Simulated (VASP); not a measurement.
CdS (strained wurtzite), PBE single-point calculation: Ansatz's output and VASP's

```
CELL_PARAMETERS angstrom
4.16460 0.00000 0.00000
-2.08230 3.60665 0.00000
0.00000 0.00000 6.69835
ATOMIC_POSITIONS crystal
Cd 0.33333 0.66667 0.99782
Cd 0.66667 0.33333 0.49782
S 0.33333 0.66667 0.37718
S 0.66667 0.33333 0.87718
```

Ansatz printed

```
SCF 1 converged in 6 iterations: F = -18315.639848 eV  dr2 = 2.05e-8
  greatest PAW one-centre occupation: 1.000 electrons in one spin orbital (limit 2), on the Cd atom at site 1 (counted from 0), in its partial waves of l = 0
NSCF: frozen V_eff on 6 k-points
SCF converged after 6 iterations
Free energy (F): -18315.639848 eV
Harris-Foulkes:  -18315.639848 eV  (|F-HF|=1.38e-8)
Internal energy: -18315.639848 eV  (E = F + TS)
E sigma→0 (E₀):  -18315.639848 eV
Fermi energy:    7.318983 eV
--- Per-component energies (eV) ---
  E_band       = -1021.390996
  E_kinetic    = 1223.407120
  E_local      = -8076.433833  (includes V_loc(G=0)·N_el)
  E_nonlocal   = 124.368545
  E_hartree    = 3708.011294
  E_xc         = -547.645451
  E_vxc        = -618.028213  (∫ρ·V_xc dr)
  E_paw        = -9367.658754  (= ΣΔE_a)
  E_vpaw       = -1090.735665  (= ΣTr[D̂ρ^β])
  E_aug_tail   = 0.000031  (compensation charges beyond the density's cutoff)
  E_ewald      = -5379.688800
  E_smearing   = -0.000000  (= −TS)
  E_closure    = 0.000000  (closes the sum)
  Σ components = -18315.639848   (vs F -18315.639848, Δ=0.00e0)
--- Forces (eV/Å), atoms counted from 1 ---
  atom   1  Cd     0.00000000     0.00000000     0.00114471
  atom   2  Cd    -0.00000000     0.00000000     0.00114471
  atom   3  S      0.00000000    -0.00000000    -0.00114692
  atom   4  S     -0.00000000    -0.00000000    -0.00114692
  max |Σ_I F_I| component: 4.41e-6 eV/Å
--- Stress (GPa, compression-positive) ---
        1.809365       0.000000       0.000000
        0.000000       1.809365       0.000000
        0.000000      -0.000000       2.340629
  P = ⅓ Tr σ = 1.9865 GPa (19.865 kbar)
--- Band table (eV; the first three rows and the last of 57) ---
  k-point 0: bands = ["-94.5524", "-94.5524", "-55.6257", "-55.6250", "-55.6250", "-55.6250", "-55.6248", "-55.6248", "-5.5708", "-5.1431", "-0.9328", "-0.9328", "-0.9296", "-0.8517", "-0.8517", "-0.5291", "-0.5291", "-0.4367", "-0.4367", "-0.0873", "2.4507", "5.9493", "5.9493", "6.6912", "6.7002", "6.7002", "7.9128", "9.4138", "13.1324", "13.1324", "13.5864"]
  k-point 1: bands = ["-94.5524", "-94.5524", "-55.6256", "-55.6251", "-55.6250", "-55.6250", "-55.6249", "-55.6249", "-5.5063", "-5.2028", "-0.9244", "-0.9244", "-0.8849", "-0.8672", "-0.8672", "-0.5124", "-0.5124", "-0.4470", "-0.4470", "-0.3521", "3.0536", "5.7141", "6.0533", "6.0533", "6.5838", "6.5838", "8.7925", "9.5020", "13.0541", "13.1971", "13.1971"]
  k-point 2: bands = ["-94.5524", "-94.5524", "-55.6253", "-55.6253", "-55.6249", "-55.6249", "-55.6249", "-55.6249", "-5.3522", "-5.3522", "-0.8993", "-0.8993", "-0.8993", "-0.8993", "-0.7068", "-0.7068", "-0.4767", "-0.4767", "-0.4767", "-0.4767", "4.3186", "4.3186", "6.3124", "6.3124", "6.3124", "6.3124", "9.5241", "9.5241", "12.8932", "12.8932", "13.4706"]
  k-point 56: bands = ["-94.5524", "-94.5524", "-55.6254", "-55.6254", "-55.6252", "-55.6252", "-55.6251", "-55.6251", "-5.0515", "-5.0515", "-0.7547", "-0.7547", "-0.7319", "-0.7319", "-0.5230", "-0.5230", "-0.5124", "-0.5124", "0.0407", "0.0407", "2.7418", "2.7418", "4.3227", "4.3227", "5.6581", "5.6581", "11.1404", "11.1404", "12.8657", "12.8657", "13.1026"]
```

The two codes use different PAW datasets and cutoffs. VASP's cell holds 36 valence electrons and Ansatz's 52. Ansatz's stress includes a Pulay correction; VASP's doesn't.

Question: What does VASP give for the same cell and level of theory?

Answer: gap between bands v and c 1.22 eV; least direct gap 1.22 eV; pressure 2.3 GPa.

From OUTCAR

```
k-points           NKPTS =     57   k-points in BZ     NKDIM =     57   number of bands    NBANDS=     26

   NELECT =      36.0000    total number of electrons

   dimension x,y,z NGX =    32 NGY =   32 NGZ =   50
   dimension x,y,z NGXF=    64 NGYF=   64 NGZF=  100

  energy-cutoff  :      520.00
  volume of cell :      100.61
      direct lattice vectors                 reciprocal lattice vectors
     4.164601283  0.000000000  0.000000000     0.240119025  0.138632784  0.000000000
    -2.082300641  3.606650507  0.000000000    -0.000000000  0.277265568  0.000000000
     0.000000000  0.000000000  6.698350385     0.000000000  0.000000000  0.149290488

 k-points in reciprocal lattice and weights: KPOINTS created by Atomic Simulation Env
   0.00000000  0.00000000  0.00000000       0.002
   0.08333333  0.00000000  0.00000000       0.010
   0.16666667  0.00000000  0.00000000       0.010
   0.25000000  0.00000000  0.00000000       0.010
   0.33333333  0.00000000  0.00000000       0.010
   0.41666667  0.00000000  0.00000000       0.010
   0.50000000  0.00000000  0.00000000       0.005
   0.08333333  0.08333333  0.00000000       0.010
   ...

 E-fermi :   1.6330

 k-point     1 :       0.0000    0.0000    0.0000
  band No.  band energies     occupation
      1     -11.0944      2.00000
      2     -10.6686      2.00000
      3      -6.4583      2.00000
      4      -6.4583      2.00000
      5      -6.4555      2.00000
      6      -6.3775      2.00000
      7      -6.3775      2.00000
      8      -6.0556      2.00000
      9      -6.0556      2.00000
     10      -5.9630      2.00000
     11      -5.9630      2.00000
     12      -5.6134      2.00000
     13      -3.0752      2.00000
     14       0.4281      2.00000
     15       0.4281      2.00000
     16       1.1731      2.00000
     17       1.1809      2.00000
     18       1.1809      2.00000
     19       2.3963      0.00000
     20       3.8949      0.00000
     21       7.6268      0.00000
     22       7.6268      0.00000
     23       8.0918      0.00000
     24       8.7394      0.00000
     25       8.7394      0.00000
     26       8.9466      0.00000

 k-point     2 :       0.0833    0.0000    0.0000
  band No.  band energies     occupation
      1     -11.0702      2.00000
      2     -10.6581      2.00000
      3      -6.4542      2.00000
      4      -6.4480      2.00000
      5      -6.4339      2.00000
      6      -6.3663      2.00000
      7      -6.3634      2.00000
      8      -6.0608      2.00000
      9      -6.0560      2.00000
     10      -5.9739      2.00000
     11      -5.9608      2.00000
     12      -5.5973      2.00000
     13      -3.0276      2.00000
     14       0.1323      2.00000
     15       0.3399      2.00000
     16       0.7322      2.00000
     17       1.1233      2.00000
     18       1.1314      2.00000
     19       2.8352      0.00000
     20       4.1830      0.00000
     21       7.3768      0.00000
     22       7.7401      0.00000
     23       8.1955      0.00000
     24       8.5625      0.00000
     25       8.8671      0.00000
     26       8.8917      0.00000

 k-point     3 :       0.1667    0.0000    0.0000
  band No.  band energies     occupation
      1     -11.0028      2.00000
      2     -10.6302      2.00000
      3      -6.4304      2.00000
      4      -6.4212      2.00000
      5      -6.3820      2.00000
      6      -6.3306      2.00000
      7      -6.3247      2.00000
      8      -6.0750      2.00000
      9      -6.0542      2.00000
     10      -5.9978      2.00000
     11      -5.9551      2.00000
     12      -5.5556      2.00000
     13      -2.8966      2.00000
     14      -0.5267      2.00000
     15      -0.0101      2.00000
     16       0.1143      2.00000
     17       0.9729      2.00000
     18       0.9940      2.00000
     19       3.5412      0.00000
     20       4.7573      0.00000
     21       6.9483      0.00000
     22       8.0093      0.00000
     23       8.0259      0.00000
     24       8.6080      0.00000
     25       8.7447      0.00000
     26       9.3140      0.00000

 ...

  Total        1.3518900      1.3518900      1.6872128      0.0000000      0.0000000      0.0000000
  in kB       21.5281436     21.5281436     26.8679842      0.0000000      0.0000000      0.0000000
  external PRESSURE =      23.3080905 kB  Pullay stress =       0.0000000 kB

 POSITION                                       TOTAL-FORCE (eV/Angst)
 -----------------------------------------------------------------------------------
     -0.00000      2.40443      6.68378         0.000000     -0.000000      0.001080
      2.08230      1.20222      3.33460        -0.000000      0.000000      0.001080
     -0.00000      2.40443      2.52645        -0.000000      0.000000     -0.001080
      2.08230      1.20222      5.87563         0.000000     -0.000000     -0.001080
 -----------------------------------------------------------------------------------
    total drift:                               -0.000000     -0.000000     -0.000087

  FREE ENERGIE OF THE ION-ELECTRON SYSTEM (eV)
  ---------------------------------------------------
  free  energy   TOTEN  =       -12.2694987328 eV

  energy  without entropy=      -12.2694987328  energy(sigma->0) =      -12.26949873
```
